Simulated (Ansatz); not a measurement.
CsPbI3:
```yaml
crystal:
  lattice:
    - [6.33269, 0.00000, 0.00000]
    - [0.00000, 6.33269, 0.00000]
    - [0.00000, 0.00000, 6.33269]
  atoms:
    - { symbol: Cs, position: [0.50000, 0.50000, 0.50000] }
    - { symbol: Pb, position: [0.00000, 0.00000, 0.00000] }
    - { symbol: I, position: [0.00000, 0.00000, 0.50000] }
    - { symbol: I, position: [0.50000, 0.00000, 0.00000] }
    - { symbol: I, position: [0.00000, 0.50000, 0.00000] }
```

Relaxed with r²SCAN. Special points in fractions of this cell's reciprocal vectors: Γ (0.000, 0.000, 0.000); X (0.000, 0.500, 0.000); M (0.500, 0.500, 0.000); R (0.500, 0.500, 0.500).

Q: List the band energies nearest the valence-band maximum at these points for r²SCAN with spin–orbit coupling in the plane-wave PAW code Ansatz.

A: In eV from the valence-band maximum; about four levels below and three above (degenerate sets whole), none deeper than 8.9 eV; points with the same levels are listed once.

```
k                              below                          above
-  ---------------------------------  -----------------------------
Γ            -1.21 -1.21 -1.21 -1.21  3.35 3.35 4.26 4.26 4.26 4.26
X            -1.36 -1.36 -1.02 -1.02            2.06 2.06 4.82 4.82
M            -1.10 -1.10 -0.48 -0.48            1.24 1.24 2.49 2.49
R  -0.87 -0.87 -0.87 -0.87 0.00 0.00  0.39 0.39 2.02 2.02 2.02 2.02
```

Space group Pm-3m (cubic perovskite). This is a known high-temperature phase of the composition, computed here at zero pressure and temperature. The r²SCAN relaxation kept the symmetry of its start; of distortions, only those at the zone centre were tested.

Potentials: the later of the program's two PAW sets.
